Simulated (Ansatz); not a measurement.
# AlN in Ansatz: the effect of functional

The system is AlN.

```
CELL_PARAMETERS angstrom
3.24450 0.00000 0.00000
-1.62225 2.80982 0.00000
0.00000 0.00000 4.10208
ATOMIC_POSITIONS crystal
Al 0.66667 0.33333 0.25000
Al 0.33333 0.66667 0.75000
N 0.66667 0.33333 0.75000
N 0.33333 0.66667 0.25000
```

Measurements of this composition are mostly on another form, of space group No. 186.

The cell isn't the ideal one: volume scaled by 0.94.

Alike in all runs:

* Program: Ansatz 0.2.0
* Task: single point
* Potentials or basis: Ansatz PAW
* k mesh: 9 × 9 × 7
* Occupations: fermi-dirac, width 0.05 eV
* Spin: no spin polarisation

Question: One run gave: gap on the mesh 3.63 eV; pressure 10.7 GPa. Which functional did it use?
A. LDA
B. r2SCAN
C. PBEsol

Answer: C.

```csv
functional,cutoff,gap on the mesh (eV),pressure (GPa)
r2SCAN,500 eV (not typed: the program's choice for these potentials),4.31,9.4
LDA,420 eV (not typed: the program's choice for these potentials),3.74,4.8
PBEsol,420 eV (not typed: the program's choice for these potentials),3.63,10.7
```

Caveats: odd divisions of the mesh miss points on the zone boundary, where band edges often lie, so the gap on the mesh can be too wide; the PAW data sets come from PBE, with cores solved anew for the run's functional, which leaves a small shift of forces and pressure.

A k mesh can miss the band edges.

Runs at the PBE level aren't shown here.
